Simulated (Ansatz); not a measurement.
**Pressure series in CoPt**

The reference is CoPt (space group P4/mmm, No. 123; a = 2.6948 Å, c = 3.7242 Å; ferromagnetic).

Cell and atoms are relaxed at each pressure.

Computed with PBE/PAW in Ansatz (a program for electronic structure), no spin-orbit coupling.

```
pressure (GPa)  volume per atom (Å³/atom)
--------------  -------------------------
-2                                 13.651
0                                  13.523
0.9                                     ?
2.1                                13.396
4.5                                13.260
9                                  13.026
15                                 12.747
22.5                               12.440
30                                 12.169
```

Task: Fit the third-order Birch–Murnaghan form P(V) = (3B₀/2)[(V₀/V)^(7/3) − (V₀/V)^(5/3)]·[1 + (3/4)(B₀′ − 4)((V₀/V)^(2/3) − 1)] (squares taken in P) to the rows shown and predict the withheld row.

Result: Least squares on the printed values gives V₀ = 13.523 Å³/atom, B₀ = 219 GPa, B₀′ = 4.9; this predicts 13.468 Å³/atom, and the run gives 13.468 Å³/atom, in agreement.

The magnetic state is the one reached from the starting moments; the real material's order can differ, and small cells can't hold many antiferromagnetic ones. Load acts through the strain it causes; cell and atoms are relaxed under it. No phonon test of stability was made. No other phases were tried under pressure.
